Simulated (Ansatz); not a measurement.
Set up this calculation in Ansatz 0.2.0, as the native input.

| Property | Result |
| --- | --- |
| Task | relaxation of cell and atoms |
| Functional | revPBE |
| Dispersion | D4 |
| Potentials or basis | all-electron LAPW, scalar-relativistic |
| Basis error allowed | 0.001 eV/atom |
| k mesh | 13 × 13 × 13 |
| Occupations | fermi-dirac, width 0.05 eV |
| Spin | no spin polarisation |

The system is BN.

```
N B
1.0
     0.00000    1.81300    1.81300
     1.81300    0.00000    1.81300
     1.81300    1.81300    0.00000
N B
1 1
Direct
  0.25000 0.25000 0.25000
  0.00000 0.00000 0.00000
```

The cell is a database's computed one.

These files were run (other wordings do the same):

input.yaml

```yaml
crystal:
  lattice:
    - [0.0, 1.813001, 1.813001]
    - [1.813001, 0.0, 1.813001]
    - [1.813001, 1.813001, 0.0]
  atoms:
    - { symbol: "N", position: [0.25, 0.25, 0.25] }
    - { symbol: B, position: [0.0, 0.0, 0.0] }
kpoints:
  mp_grid: { grid: [13, 13, 13] }
scf:
  occupations: { method: fermi_dirac, width: 0.05 }
hamiltonian:
  xc: revpbe
  dispersion: d4
  pseudopotentials: { kind: all_electron, lapw: { basis_error: 0.001 } }
output:
  forces: true
  stress: true
relax:
  f_tol: 0.02
  max_steps: 60
  cell: {}
```

Potentials or basis: all-electron LAPW, scalar-relativistic.

Run with:

```sh
$ ansatz run input.yaml --threads 1 --pin off --max-ram 3072MiB --backend cpu --events-out ev --progress --plain --runs-dir out
```

It gave:

```
Relaxed volume                         : 5.81 Å³/atom
Relaxed cell                           : a = 2.542 Å, b = 2.542 Å, c = 2.542 Å, α = 60.00°, β = 60.00°, γ = 60.00°
Space group after relaxing (to 0.05 Å) : F-43m (No. 216)
Energy gained by relaxing              : 4.7 meV/atom
Ionic steps                            : 5
Pressure after relaxing                : 0.0 GPa
Band gap on the k mesh                 : 4.58 eV
```

Caveat: an odd mesh through Γ misses points on the zone boundary, where band edges often lie.

Run time: 28 s on 1 thread of Arm Neoverse V1 (shared host), peak memory 0.27 GiB.
